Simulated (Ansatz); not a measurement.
## Phases of AlN at 51 GPa

Structure types of AlN are relaxed in primitive cells with their symmetry kept at 51 GPa, on PAW files; LAPW relaxes the small cells further and takes the PAW cell for the others (marked *). The enthalpy is E + pV at zero temperature, without zero-point motion. Only the types listed were tried, and differences under about 5 meV/atom are mesh noise. The real phase may be another.

All numbers are PBE results (scalar-relativistic) from Ansatz 0.2.0, with Fermi–Dirac smearing of 0.1 eV, no spin polarisation. Methods: LAPW: all electrons, basis error target 0.5 meV/atom; PAW: frozen-core files, cutoff 420 eV.

k meshes: rocksalt 16×16×16, CsCl 15×15×15, zincblende 16×16×16, wurtzite 12×12×7, NiAs 12×12×7.

Task: Which type is lowest in enthalpy, and by how much?

Result: rocksalt, 207 meV/atom below NiAs. The whole table:

```csv
start type,ends as,"a, b, c (Å)",V (Å³/atom),"H − H(lowest), LAPW (meV/atom)","same, PAW"
rocksalt,"rocksalt, Fm-3m","3.871, 3.871, 3.871",7.25,0.0,0.0
CsCl,"CsCl, Pm-3m","2.460, 2.460, 2.460",7.44,1652.2,1650.8
zincblende,"zincblende, F-43m","4.139, 4.139, 4.139",8.86,446.3,448.2
wurtzite*,"wurtzite, P6_3mc","2.965, 2.965, 4.639",8.83,416.3,418.2
NiAs*,"NiAs, P6_3/mmc","2.704, 2.704, 4.659",7.38,206.8,207.1
```
